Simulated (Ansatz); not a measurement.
ZrC, 2 atoms in the cell. Symmetry: Fm-3m, No. 225, cubic system. Conventional cell: a = 4.730 Å, b = 4.730 Å, c = 4.730 Å, α = 90.00°, β = 90.00°, γ = 90.00°. Zr (site symmetry m-3m) has 6 C at 2.37 Å as nearest neighbours. Around C (site symmetry m-3m) lie 6 Zr at 2.37 Å. 

| Property | Result |
| --- | --- |
| Program | Ansatz 0.2.0 |
| Task | single point |
| Functional | PBE |
| Potentials or basis | all-electron LAPW, scalar-relativistic |
| Cutoff | 254 eV (chosen from the basis error) |
| Basis error allowed | 0.001 eV/atom |
| k mesh | 10 × 10 × 10 |
| Occupations | gaussian, width 0.017 eV |
| Spin | no spin polarisation |

Potentials or basis: all-electron LAPW, scalar-relativistic.

Run with:

```console
$ ansatz run input.yaml --threads 1 --pin off --max-ram 3072MiB --backend cpu --events-out ev --progress --plain --runs-dir out
```

Hardware: 1 thread of Arm Neoverse V2 (shared host).

Q: Estimate the wall time of this run.

A: It took 5.9 s on 1 thread of Arm Neoverse V2 (shared host), peak memory 0.27 GiB. Counts: scf iterations 8, plane waves 259, k points 47, bands 22.
